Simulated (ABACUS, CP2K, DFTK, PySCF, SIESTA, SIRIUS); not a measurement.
**Cost and result for the bulk modulus of Al**

**What was measured.** The bulk modulus of Al (Aluminum) (Fm-3m) is reported as 76.9 GPa (pmc:3831299, doi:10.1107/S0021889813023728). The runs below try to reproduce it.

```xyz
1
Lattice="0.0000 2.0248 2.0248 2.0248 0.0000 2.0248 2.0248 2.0248 0.0000" Properties=species:S:1:pos:R:3 pbc="T T T"
Al    0.0000    0.0000    0.0000
```

```tsv
rung	level	program and potentials	cutoff (eV)	k mesh	smearing	core time	chip	bulk modulus (GPa)	miss	notes
GGA	PBE	ABACUS, PseudoDojo NC SR 0.4.1 PBE standard, plane waves	558	11 × 11 × 11	fermi-dirac 0.05	40 s	Intel Xeon Platinum 8488C Sapphire Rapids	79.6	+3.5 %	-
LDA	LDA	SIRIUS, all-electron FP-LAPW, apw+lo standard	-	11 × 11 × 11	fermi-dirac 0.05	67 s	Arm Neoverse V2	85.2	+10.8 %	-
GGA	WC	SIRIUS, all-electron FP-LAPW, apw+lo standard	-	11 × 11 × 11	fermi-dirac 0.05	75 s	Arm Neoverse V2	81.3	+5.7 %	-
GGA	RPBE	SIRIUS, all-electron FP-LAPW, apw+lo standard	-	11 × 11 × 11	fermi-dirac 0.05	75 s	Arm Neoverse V2	76.8	-0.1 %	-
GGA	AM05	SIRIUS, all-electron FP-LAPW, apw+lo standard	-	11 × 11 × 11	fermi-dirac 0.05	80 s	Arm Neoverse V2	86.9	+13.0 %	-
GGA	PBEsol	DFTK, PseudoDojo SR PBEsol 0.4.1 standard (PBEsol)	707	11 × 11 × 11	fermi-dirac 0.05	98 s	AMD EPYC 9R45 Zen 5	84.0	+9.2 %	-
LDA	LDA	DFTK, PseudoDojo SR LDA 0.4.1 stringent (LDA)	599	11 × 11 × 11	fermi-dirac 0.05	2.1 min	AMD EPYC 7R32 Zen 2	85.2	+10.8 %	-
GGA	PBEsol	SIESTA, files PseudoDojo sr-pbesol-0.4.1-standard, DZP (energy shift 0.003 Ry)	-	11 × 11 × 11	fermi-dirac 0.05	2.9 min	Arm Neoverse V2	87.8	+14.2 %	atomic basis
GGA	PBE	PySCF, DZVP-MOLOPT-SR/GTH-PBE (potentials made for PBE)	-	8 × 8 × 8	fermi-dirac 0.05	4.5 min	Intel Xeon 6975P-C Granite Rapids	80.3	+4.4 %	atomic basis
meta-GGA	r2SCAN	CP2K, POTENTIAL_UZH Al GTH-SCAN-q3; TZVP-MOLOPT-SCAN-GTH basis	-	11 × 11 × 11	fermi-dirac 0.1	7.9 min	Intel Xeon Platinum 8375C Ice Lake	89.3	+16.1 %	atomic basis
```

Times are single runs on shared hosts and different chips, so they are rough; meshes, cutoffs and the tasks' sizes weigh on the time. Task: equation of state. All rows: no spin polarisation. Smearing widths are in eV. The cell comes from a database and isn't always the measured one. For a metal such meshes aren't converged. Meshes differ between rows, which moves values too. Meshes are those of the run's cell of 1 atom unless a note names another. Misses use the values as printed. Runs on faulty files, with rough fits or with known faults for this quantity aren't shown. No row holds spin-orbit coupling.

By rung: LDA 85.2; GGA 76.8 to 86.9; GGA in atomic bases 80.3 to 87.8; meta-GGA in atomic bases 89.3 (GPa). Measured: 76.9 GPa (pmc:3831299, doi:10.1107/S0021889813023728). Closest, coarse meshes and atomic bases left aside, is RPBE (-0.1 %), and PBE misses by +3.5 % on plain settings. The runs are for a static lattice, while measurements hold temperature and zero-point motion.
